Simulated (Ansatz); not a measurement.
Results of revPBE (PAW; Ansatz, a program for electronic structure) for L1₀ (CuAu-type) CoPt.

Run with plane-wave cutoff 520 eV, 20×20×16 k mesh (along the axes of the cell as run), Fermi–Dirac smearing 0.05 eV, spin-polarised with parallel moments, scalar-relativistic PAW data made under PBE.

A third-order Birch–Murnaghan fit to the energies gives V0 = 13.750 Å³/atom, B0 = 204 GPa, B′ = 5.1.

```
V (Å³/atom)  P (GPa)
-----------  -------
13.199             …
13.474             …
13.749          0.01
14.024             …
14.299             …
```

Problem. Estimate the withheld pressures from this fit; the answers are the runs' own values.

Solution. 
- 13.199, P (GPa): 9.25
- 13.474, P (GPa): 4.36
- 14.024, P (GPa): -3.83
- 14.299, P (GPa): -7.23

The formula P = (3/2) B0 (x^(7/3) − x^(5/3)) [1 + (3/4)(B′ − 4)(x^(2/3) − 1)] with x = V0/V meets the computed pressures within 0.02 GPa when these rounded values are put in.

Shape and atoms are relaxed at each volume.

Note: the bulk modulus comes from volumes at which shape and atoms were relaxed.

Spin–orbit coupling is not included.

The computed numbers hold no vibrational or temperature effects.

The result took roughly 16 core-minutes.
